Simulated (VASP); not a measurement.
A run of VASP 6.6.1 is set up as follows.

POSCAR

```
CdS
1.0
    0.0000000000      2.8565711077      2.8565711077
    2.8565711077      0.0000000000      2.8565711077
    2.8565711077      2.8565711077      0.0000000000
Cd S
1 1
Direct
    0.0000000000      0.0000000000      0.0000000000
    0.5000000000      0.5000000000      0.5000000000
```

INCAR.step1

```
SYSTEM = CdS
ALGO = Normal
EDIFF = 1E-4
ENCUT = 520
GGA = PE
ISMEAR = 0
LASPH = .True.
LCHARG = .False.
LREAL = .False.
LWAVE = .True.
NBANDS = 16
NELM = 60
PREC = Accurate
SIGMA = 0.01
```

Contents of INCAR.step2:

```
SYSTEM = CdS
ALGO = Normal
EDIFF = 1E-6
ENCUT = 520
ISIF = 2
ISMEAR = 0
ISTART = 1
LASPH = .True.
LCHARG = .True.
LELF = .True.
LMIXTAU = .True.
LREAL = .False.
LVHAR = .True.
LWAVE = .False.
METAGGA = R2SCAN
NBANDS = 16
NELM = 60
PREC = Accurate
SIGMA = 0.01
```

File KPOINTS:

```
k-points
0
Gamma
  8 8 8
  0 0 0
```

Potentials or basis: VASP PAW PBE potentials, release 64 (Cd, S).

Run with:

```bash
$ cat potpaw_PBE.64/Cd/POTCAR potpaw_PBE.64/S/POTCAR > POTCAR
$ cp INCAR.step1 INCAR
$ mpirun -np 1 vasp_std > vasp.out
$ cp INCAR.step2 INCAR
$ mpirun -np 1 vasp_std > vasp.out
```

**Question.** Predict the band gap on the k mesh.

**Answer.** 0.68 eV, indirect (least direct gap 1.45 eV).

**Question.** Predict the pressure.

**Answer.** -8.0 GPa.

Caveat: the PAW data sets were made with another functional, which shifts forces and pressure a little. A k mesh can miss the band edges.
